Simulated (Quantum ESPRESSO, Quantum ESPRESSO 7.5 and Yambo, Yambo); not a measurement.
## GaAs (F-43m): G0W0 with Yambo, start to end

Aim: the G0W0 gap of GaAs (F-43m) on PBE, step by step.

Calculated with Quantum ESPRESSO 7.5 and Yambo 5.3.0; PBE and many-body steps on it, plane waves.

**Experimental background.**

- Gap 1.51 eV: band-edge emission energy from PL (direct gap at Gamma); photoluminescence, 633 nm excitation; 77 K; bulk crystal (MBE GaAs matrix around a thin InAs wetting layer on semi-insulating GaAs (100)) (“Photoluminescence of InAs/GaAs quantum dots under direct two-photon excitation”, 2020, pmc:7331710).

- Gap 1.418 ± 0.005 eV: direct gap E0 at Gamma from PR; modulated photoreflectance, low-field lineshape fit; 300 K; bulk crystal (semi-insulating GaAs(001) reference substrate) (“Evidence of valence band perturbations in GaAsN/GaAs(001): A combined variable-angle spectroscopic ellipsometry and modulated photoreflectance investigation”, 2008, arxiv:0805.2212).

- Gap 1.412 ± 0.01 eV: direct gap E0 at Gamma from ellipsometry; variable-angle spectroscopic ellipsometry, parametric critical-point fit; 300 K; bulk crystal (semi-insulating GaAs(001) reference substrate with native oxide) (“Evidence of valence band perturbations in GaAsN/GaAs(001): A combined variable-angle spectroscopic ellipsometry and modulated photoreflectance investigation”, 2008, arxiv:0805.2212).

- Gap 1.42 eV: fundamental direct gap E0 at Gamma, seen as sharp points in Psi and Delta; spectroscopic ellipsometry; 300 K; bulk crystal (semi-insulating GaAs (100) substrate) (“Ellipsometric study of the Electronic Structure of GaMnAs and LT-GaAs”, 2004, arxiv:cond-mat/0404304).

Report form: the programs' logs are mostly left out.

### Step 1. The structure

The structure is cubic, space group F-43m (No. 216). Conventional cell: a = 5.654 Å, b = 5.654 Å, c = 5.654 Å, α = 90.00°, β = 90.00°, γ = 90.00°. Nearest to Ga lie 4 As at 2.45 Å. Nearest to As lie 4 Ga at 2.45 Å. Farther neighbours are not listed.

The cell and positions come from the Crystallography Open Database and are kept as given unless a step says otherwise.

### Step 2. Ground state

This step: Quantum ESPRESSO 7.5; DFT, PBE, plane waves, norm-conserving pseudopotentials.

The ground-state density comes first.

pw.in reads:

```
&control
  calculation = 'scf'
  prefix = 'x'
  outdir = 'o'
  pseudo_dir = 'pseudo'
/
&system
  ibrav = 0
  nat = 2
  ntyp = 2
  ecutwfc = 104.0
  nbnd = 27
  force_symmorphic = .true.
/
&electrons
  conv_thr = 1e-10
  electron_maxstep = 80
  mixing_beta = 0.5
/
ATOMIC_SPECIES
  Ga 69.723 Ga.upf
  As 74.922 As.upf
CELL_PARAMETERS angstrom
  0.0000000000 2.8268500000 2.8268500000
  2.8268500000 0.0000000000 2.8268500000
  2.8268500000 2.8268500000 0.0000000000
ATOMIC_POSITIONS crystal
  Ga 0.0000000000 0.0000000000 0.0000000000
  As 0.2500000000 0.2500000000 0.2500000000
K_POINTS automatic
  6 6 6 0 0 0
```

Started as:

```bash
$ OMP_NUM_THREADS=1 mpirun -n 8 pw.x -nk 8 -in pw.in > pw.out
```

The job ended after 6.5 s (8 MPI ranks of Arm Neoverse V2, shared host; peak memory 0.61 GiB).

Numbers from this step:

```
total energy               : -15064.4168 eV
gap                        : 0.5181 eV
k of the valence top       : 0, 0, 0
k of the conduction bottom : 0, 0, 0
least direct gap           : 0.5181 eV
```

The gap is direct, at Γ.

### Step 3. Bands along the symmetry lines

Levels along a band path, at the cheap level, show where the edges lie and whether the meshes to come will hold them.

pw.in reads:

```
&control
  calculation = 'bands'
  prefix = 'x'
  outdir = 'o'
  pseudo_dir = 'pseudo'
/
&system
  ibrav = 0
  nat = 2
  ntyp = 2
  ecutwfc = 104.0
  nbnd = 28
  force_symmorphic = .true.
/
&electrons
  conv_thr = 1e-9
  electron_maxstep = 80
  diago_full_acc = .true.
  diago_thr_init = 5e-6
/
ATOMIC_SPECIES
  Ga 69.723 Ga.upf
  As 74.922 As.upf
CELL_PARAMETERS angstrom
  0.0000000000 2.8268500000 2.8268500000
  2.8268500000 0.0000000000 2.8268500000
  2.8268500000 2.8268500000 0.0000000000
ATOMIC_POSITIONS crystal
  Ga 0.0000000000 0.0000000000 0.0000000000
  As 0.2500000000 0.2500000000 0.2500000000
K_POINTS crystal
  50
  0.00000000 0.00000000 0.00000000 1
  -0.06250000 -0.06250000 0.00000000 1
  -0.12500000 -0.12500000 0.00000000 1
  -0.18750000 -0.18750000 0.00000000 1
  -0.25000000 -0.25000000 0.00000000 1
  -0.31250000 -0.31250000 0.00000000 1
  -0.37500000 -0.37500000 0.00000000 1
  -0.43750000 -0.43750000 0.00000000 1
  -0.50000000 -0.50000000 0.00000000 1
  -0.48437500 -0.48437500 0.03125000 1
  -0.46875000 -0.46875000 0.06250000 1
  -0.45312500 -0.45312500 0.09375000 1
  -0.43750000 -0.43750000 0.12500000 1
  -0.42187500 -0.42187500 0.15625000 1
  -0.40625000 -0.40625000 0.18750000 1
  -0.39062500 -0.39062500 0.21875000 1
  -0.37500000 -0.37500000 0.25000000 1
  -0.37500000 0.00000000 0.37500000 1
  -0.32812500 0.00000000 0.32812500 1
  -0.28125000 0.00000000 0.28125000 1
  -0.23437500 0.00000000 0.23437500 1
  -0.18750000 0.00000000 0.18750000 1
  -0.14062500 0.00000000 0.14062500 1
  -0.09375000 0.00000000 0.09375000 1
  -0.04687500 0.00000000 0.04687500 1
  0.00000000 0.00000000 0.00000000 1
  0.00000000 0.00000000 0.06250000 1
  0.00000000 0.00000000 0.12500000 1
  0.00000000 0.00000000 0.18750000 1
  0.00000000 0.00000000 0.25000000 1
  0.00000000 0.00000000 0.31250000 1
  0.00000000 0.00000000 0.37500000 1
  0.00000000 0.00000000 0.43750000 1
  -0.00000000 -0.00000000 0.50000000 1
  -0.06250000 -0.03125000 0.46875000 1
  -0.12500000 -0.06250000 0.43750000 1
  -0.18750000 -0.09375000 0.40625000 1
  -0.25000000 -0.12500000 0.37500000 1
  -0.31250000 -0.15625000 0.34375000 1
  -0.37500000 -0.18750000 0.31250000 1
  -0.43750000 -0.21875000 0.28125000 1
  -0.50000000 -0.25000000 0.25000000 1
  -0.50000000 -0.28125000 0.21875000 1
  -0.50000000 -0.31250000 0.18750000 1
  -0.50000000 -0.34375000 0.15625000 1
  -0.50000000 -0.37500000 0.12500000 1
  -0.50000000 -0.40625000 0.09375000 1
  -0.50000000 -0.43750000 0.06250000 1
  -0.50000000 -0.46875000 0.03125000 1
  -0.50000000 -0.50000000 0.00000000 1
```

The job ended after 4.2 s (8 MPI ranks; peak memory 0.53 GiB; 33 s of CPU time).

This step gave:

* gap: 0.5181 eV
* k of the valence top: 0, 0, 0
* k of the conduction bottom: 0, 0, 0
* least direct gap: 0.5181 eV

The gap is 0.518 eV, as in the run before at this level.

The electronic bands at the labelled points (eV, zero at the top of the highest filled band):

| point | band 19 | band 20 | band 21 | band 22 | band 23 | band 24 | band 25 | band 26 |
| --- | --- | --- | --- | --- | --- | --- | --- | --- |
| Γ | -12.73 | 0.00 | 0.00 | 0.00 | 0.52 | 3.74 | 3.74 | 3.74 |
| halfway | -11.80 | -4.09 | -1.69 | -1.69 | 1.99 | 3.27 | 6.62 | 6.62 |
| X | -10.22 | -6.81 | -2.68 | -2.68 | 1.47 | 1.66 | 10.18 | 10.18 |
| halfway | -10.21 | -6.77 | -3.20 | -2.57 | 1.66 | 2.57 | 9.21 | 9.42 |
| U | -10.26 | -6.63 | -3.86 | -2.26 | 1.97 | 4.64 | 7.96 | 8.07 |
| jump to K | -10.26 | -6.63 | -3.86 | -2.26 | 1.97 | 4.64 | 7.96 | 8.07 |
| halfway | -11.71 | -4.56 | -2.44 | -0.68 | 2.69 | 4.77 | 4.81 | 5.65 |
| Γ | -12.73 | 0.00 | 0.00 | 0.00 | 0.52 | 3.74 | 3.74 | 3.74 |
| halfway | -12.03 | -4.14 | -0.68 | -0.68 | 1.45 | 4.60 | 4.60 | 5.96 |
| L | -10.96 | -6.63 | -1.14 | -1.14 | 1.00 | 4.64 | 4.64 | 7.76 |
| halfway | -10.62 | -6.48 | -3.22 | -1.94 | 3.03 | 4.17 | 6.35 | 7.70 |
| W | -10.17 | -6.63 | -3.53 | -3.34 | 4.62 | 4.73 | 5.42 | 6.05 |
| halfway | -10.20 | -6.73 | -3.14 | -3.04 | 2.56 | 2.76 | 8.15 | 8.36 |
| X | -10.22 | -6.81 | -2.68 | -2.68 | 1.47 | 1.66 | 10.18 | 10.18 |

### Step 4. Empty states on the mesh, 4×4×4 mesh, 555 bands

The sums over transitions need many empty states on a uniform mesh; this step solves for them.

pw.in reads:

```
&control
  calculation = 'nscf'
  prefix = 'x'
  outdir = 'o'
  pseudo_dir = 'pseudo'
/
&system
  ibrav = 0
  nat = 2
  ntyp = 2
  ecutwfc = 104.0
  nbnd = 555
  force_symmorphic = .true.
/
&electrons
  conv_thr = 1e-9
  electron_maxstep = 80
  diago_full_acc = .true.
  diago_thr_init = 5e-6
/
ATOMIC_SPECIES
  Ga 69.723 Ga.upf
  As 74.922 As.upf
CELL_PARAMETERS angstrom
  0.0000000000 2.8268500000 2.8268500000
  2.8268500000 0.0000000000 2.8268500000
  2.8268500000 2.8268500000 0.0000000000
ATOMIC_POSITIONS crystal
  Ga 0.0000000000 0.0000000000 0.0000000000
  As 0.2500000000 0.2500000000 0.2500000000
K_POINTS automatic
  4 4 4 0 0 0
```

Started as:

```bash
$ OMP_NUM_THREADS=1 mpirun -n 8 pw.x -nk 4 -in pw.in > pw.out
```

Run time: 69 s. Hardware: 8 MPI ranks; peak memory 1.8 GiB; 9.2 min of CPU time.

Numbers from this step:

| Quantity | Value |
| --- | --- |
| gap | 0.5181 eV |
| k of the valence top | 0, 0, 0 |
| k of the conduction bottom | 0, 0, 0 |
| least direct gap | 0.5181 eV |
| k points computed | 8 |
| lowest point of the top converged band, above the valence top | 286.9240 eV |

On this mesh the gap is 0.518 eV.

### Step 5. Conversion and set-up

This step: Yambo 5.3.0; conversion and set-up on PBE, plane waves, norm-conserving pseudopotentials.

The states are converted to the many-body program's format and the q mesh is built.

Started as:

```bash
$ (cd o/x.save; p2y > p2y.log; mv SAVE ../..); yambo > setup.log
```

The job ended after 3.3 s (1 MPI rank; peak memory 0.25 GiB).

### Step 6. Screening and self-energy, 4×4×4 mesh, 239 bands, screening to 231.3 eV

Now the one-shot GW correction: screening in the RPA, then the self-energy of the levels asked for.

This step: G0W0 on PBE, plane waves, norm-conserving pseudopotentials.

gw2.in reads:

```
HF_and_locXC
gw0
dyson
ppa
em1d
rim_cut
RandQpts= 1000000
RandGvec= 1 RL
EXXRLvcs= 104 Ry
VXCRLvcs= 416 Ry
Chimod= "HARTREE"
% BndsRnXp
 1 | 239 |
%
NGsBlkXp= 17 Ry
% LongDrXp
 1 | 1 | 1 |
%
% GbndRnge
 1 | 239 |
%
DysSolver= "n"
ExtendOut
PPAPntXp= 27.21138 eV
% QPkrange
 1 | 1 | 21 | 24 |
%
```

Started as:

```bash
$ OMP_NUM_THREADS=1 mpirun -n 8 yambo -F gw2.in -J gw2 -C gw2 > gw2.log
```

It took 4 min on 8 MPI ranks; peak memory 4.6 GiB; 32 min of CPU time.

Numbers from this step:

- G0W0 gap on the points computed: 1.134 eV
- starting gap on the mesh: 0.5181 eV
- k of the valence top: 0, 0, 0
- k of the conduction bottom: 0, 0, 0
- least direct G0W0 gap on the computed points: 1.134 eV
- Z at the valence top: 0.7950
- Z at the conduction bottom: 0.7981

The gap on the mesh goes from 0.52 eV to 1.13 eV, a correction of +0.62 eV.

Limits: finite bands, cutoff and mesh; no spin-orbit coupling; coarse k mesh. v1 is the top filled band, c1 the lowest empty one. The levels before and after the correction (eV, zero at the valence-band top of each column):

|  | conduction bottom | valence top |
| --- | --- | --- |
| Kohn-Sham | 0.52 | 0.00 |
| G0W0 | 1.13 | 0.00 |

```csv
,level,energy (eV)
Kohn-Sham,Γ v2-v1,0.000
Kohn-Sham,Γ c1,0.518
Kohn-Sham,Γ c2,3.737
G0W0,Γ v2-v1,0.000
G0W0,Γ c1,1.134
G0W0,Γ c2,4.331
```

### Step 7. Where the time went

Times are wall times on the hardware named with each run, good to a factor of about two.

| step | time | share | memory (GiB) |
| --- | --- | --- | --- |
| ground state | 6.5 s | 2 % | 0.61 |
| bands along the symmetry lines | 4.2 s | 1 % | 0.53 |
| empty states on the mesh | 69 s | 21 % | 1.8 |
| conversion and set-up | 3.3 s | 1 % | 0.25 |
| screening and self-energy | 4 min | 74 % | 4.6 |

### Step 8. What came out

```yaml
pbe_gap: 0.52 eV, direct
g0w0_gap_on_the_mesh: 1.13 eV
gw_settings: 4×4×4 mesh, 239 bands, screening to 231.3 eV, Godby-Needs plasmon pole
known_limits: not at the basis limit; no spin-orbit coupling; coarse k mesh
```

In words: G0W0 moves the gap on the mesh from 0.52 eV to 1.13 eV (+0.62 eV), with Z of 0.79 and 0.80 at the edges. Only 1 of the mesh's irreducible points was corrected, so a valley elsewhere could overtake. The dearest step here is «screening and self-energy». Against experiment, by G0W0@PBE: the direct gap of 1.13 eV lies −0.38 eV from the measured 1.51 eV (exciton, 77 K, 2020); the direct gap of 1.13 eV lies −0.28 eV from the measured 1.418 ± 0.005 eV (direct, 300 K, 2008); the direct gap of 1.13 eV lies −0.28 eV from the measured 1.412 ± 0.01 eV (direct, 300 K, 2008); the direct gap of 1.13 eV lies −0.29 eV from the measured 1.42 eV (direct, 300 K, 2004). An exciton line or allowed optical edge lies below the quasiparticle gap by the binding energy; a forbidden edge can push the onset above it. The calculation has static nuclei and no excitons; a measured gap holds zero-point and thermal motion, which mostly lowers it. Bands and cutoff are finite, so the gap is not at the basis limit. The miss can reach some tenths of an eV and take either sign; the mesh is an error of its own. In the G0W0 run levels were corrected at 1 k point alone, so a gap called «on the mesh» is the least over those, and an edge elsewhere would be missed. The 4×4×4 mesh is coarse for this cell, which bears on the long-range parts of exchange and screening. The many-body steps are scalar-relativistic: spin-orbit coupling is not in them.

[Paths, hosts, dates, memory and timing lines, banners, echoed tables and standing remarks are left out of the program output.]

[Logs are printed without paths, hosts, clocks, repeated set-up lines and the standing remarks that a program may print on its own settings, such as how far it seeks lower states.]

[Runs of the session that timed out or met a known fault of the program may be left out.]

[Hosts, paths, dates, database ids (printed as entryN), source tags and the programs' standing remarks are cut or masked in the printed files.]
